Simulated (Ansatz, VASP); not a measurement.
# One calculation of Os, two programs

Contents of INCAR:

```
PREC     = Accurate       # precision mode
ENCUT    = 520            # plane-wave cutoff, eV
EDIFF    = 1E-6           # SCF threshold, eV
ISMEAR   = 0              # smearing method
SIGMA    = 0.1            # smearing width, eV
LREAL    = F              # projectors in reciprocal space
LASPH    = T              # aspherical terms in the spheres
NELM     = 60             # most SCF steps
ALGO     = Normal         # electronic algorithm
ISIF     = 2              # what is computed and relaxed
LWAVE    = F              # write WAVECAR
LCHARG   = F              # write CHGCAR
GGA      = PS             # functional
NBANDS   = 10             # bands
```

The input KPOINTS:

```
regular mesh
0
Gamma
  8 8 8
```

The input POSCAR:

```
Os
1.0
    0.0000000000      2.1058138536      2.1058138536
    2.1058138536      0.0000000000      2.1058138536
    2.1058138536      2.1058138536      0.0000000000
Os
1
Direct
    0.0000000000      0.0000000000      0.0000000000
```

Input for Ansatz:

```yaml
crystal:
  lattice:
    - [0.0, 2.1058138536, 2.1058138536]
    - [2.1058138536, 0.0, 2.1058138536]
    - [2.1058138536, 2.1058138536, 0.0]
  atoms:
    - { symbol: Os, position: [0.0, 0.0, 0.0] }
basis:
  ecutwfc: 420
kpoints:
  mp_grid: { grid: [8, 8, 8] }
hamiltonian:
  xc: pbesol
scf:
  occupations: { method: gaussian, width: 0.1 }
output:
  forces: true
  stress: true
  eigenvalues: true
```

Alike in both runs: task single point; functional PBEsol; k mesh 8 × 8 × 8; occupations gaussian, width 0.1 eV; no spin polarisation.

```csv
,VASP,Ansatz
version,VASP 6.6.1,Ansatz 0.2.0
potentials or method,"VASP PAW PBE potentials, release 64 (Os)","scalar-relativistic, plane waves, PAW"
plane-wave cutoff (eV),520,420
valence electrons in the cell,8,16
```

Ansatz gave:

| Item | Value |
| --- | --- |
| gap on the k mesh at the Fermi level (eV) | none |
| pressure (GPa) | -60.7 |

Task: What did VASP give for the same quantities?

Result: gap on the k mesh at the Fermi level (eV): none; pressure (GPa): -61.1.

A gap of «none» marks a metal or a gap that the smearing closes. The two sets of potentials don't hold the same shells in valence.

Caveats: the cell as given lies far from equilibrium; so large a pressure means that the cell lies far from this level's equilibrium, or that cutoff or potentials fall short (VASP); the potentials were made for another functional, which shifts forces and pressure (VASP). The runs have no spin-orbit coupling, so splittings on Os are missing.
